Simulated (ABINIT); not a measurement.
Runs of ABINIT 10.8.3 (patched build) on InPd. It takes space group Pm-3m (No. 221, cubic). The conventional cell has a = 3.272 Å, b = 3.272 Å, c = 3.272 Å, α = 90.00°, β = 90.00°, γ = 90.00°. In (site symmetry m-3m) is surrounded by 8 Pd at 2.83 Å. Pd (site symmetry m-3m) has 8 In at 2.83 Å as nearest neighbours. The cell comes from a database or a generator and needn't be the stable form of this composition.

| task | level | potentials or basis | cutoff (eV) | fine-grid cutoff | gap on the mesh (eV) | pressure (GPa) | V0 of scaled cells (Å³/atom) | B0 (GPa) |
| --- | --- | --- | --- | --- | --- | --- | --- | --- |
| single point | PBE | JTH PAW PBE v2.0 | 599 | 1197.3 eV | none | 3.5 | - | - |
| equation of state | PBEsol | PseudoDojo NC SR PBEsol v0.4.1 standard | 1116 | - | - | - | 17.15 | 139 |
| equation of state | PBE | JTH PAW PBE v2.0 | 599 | 1197.3 eV | - | - | 18.04 | (b) |
| equation of state | PBEsol | JTH PAW PBE v2.0 | 599 | 1197.3 eV | - | - | (a) | 139 |
| band structure | PBEsol | PseudoDojo NC SR PBEsol v0.4.1 standard | 1116 | - | none | -2.8 | - | - |

Alike in all rows: no spin polarisation; cell as given; k mesh 8 × 8 × 8; smearing fermi-dirac 0.05 eV.

Fill in the values left out.

(a) 17.12; (b) 112.

Caveats: pressures at fixed basis lie under the slope of the energies (some runs); the PAW data sets were made with another functional, which shifts forces and pressure a little (some runs).

A k mesh can miss the band edges, and the runs leave out spin-orbit coupling on In, Pd.

A gap of «none» marks a metal or a gap under the smearing width.

Not every run made on this cell is shown here.
